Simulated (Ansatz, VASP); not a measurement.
## FeCo (Wairauite): VASP beside Ansatz

```xyz
2
Lattice="2.8570 0.0000 0.0000 0.0000 2.8570 0.0000 0.0000 0.0000 2.8570" Properties=species:S:1:pos:R:3 pbc="T T T"
Co    0.0000    0.0000    0.0000
Fe    1.4285    1.4285    1.4285
```

Alike in both runs: task single point; functional PBE; k mesh 9 × 9 × 9; occupations fermi-dirac, width 0.05 eV; collinear spin, ferromagnetic start.

|  | VASP | Ansatz |
| --- | --- | --- |
| version | VASP 6.6.1 | Ansatz 0.2.0 |
| potentials or method | VASP PAW PBE potentials, release 64 (Co, Fe) | Ansatz PAW |
| plane-wave cutoff (eV) | 520 | 420 |
| valence electrons in the cell | 17 | 33 |

```tsv
	VASP	Ansatz	Ansatz less VASP
gap on the k mesh at the Fermi level (eV)	none	none	-
pressure (GPa)	-3.1	-2.5	+0.58
net moment per atom (μB)	2.25	2.26	+0.012
size of the moment on the site where the two differ most (μB)	1.76	1.83	+0.075
```

Site moments also hang on the region over which each program counts them. A gap of «none» marks a metal or a gap that the smearing closes. With one functional, cell and mesh, what is left measures potentials, basis and numerics. The two sets of potentials don't hold the same shells in valence.
